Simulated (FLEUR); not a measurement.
**Nd: equation of state with BLYP**

Nd:

```
Nd
1.0
     3.65700    0.00000    0.00000
    -1.82850    3.16705    0.00000
     0.00000    0.00000    5.90200
Nd
2
Direct
  0.66667 0.33333 0.75000
  0.33333 0.66667 0.25000
```

This isn't the form of Nd at room conditions, which is double hcp.

| Quantity | Value |
| --- | --- |
| Program | FLEUR MaX-R8.1 (later development tree) |
| Task | equation of state |
| Functional | BLYP |
| Potentials or basis | all-electron |
| Basis | FLAPW |
| Kmax | 4.1 1/bohr |
| k mesh | 8 × 8 × 5 |
| Occupations | fermi-dirac, width 0.05 eV |
| Spin | collinear spin, program default start |
| Gmax | 12.7 1/bohr |
| Muffin-tin radii | Nd 2.66 bohr |
| lmax | Nd 11 |
| Local orbitals a species | Nd 5 |

```json
{
 "Equilibrium volume": "37.28 Å³/atom (rough: see the caveat)",
 "Bulk modulus at fixed shape and positions": "19.8 GPa (rough)"
}
```

Energy against volume, from the lowest point:
| volume (Å³/atom) | energy (meV/atom) |
| --- | --- |
| 32.128 | 53.29 |
| 32.811 | 38.45 |
| 34.178 | 16.21 |
| 35.545 | 3.63 |
| 36.229 | 0.00 |

Caveat: the magnetic or orbital state may not be the lowest; the minimum lies outside the volumes run; the cell was scaled at fixed shape and fractional positions, which overstates the stiffness of a crystal with free parameters, most of all of layers and chains. The state reached can hang on the start; a lower one may exist.
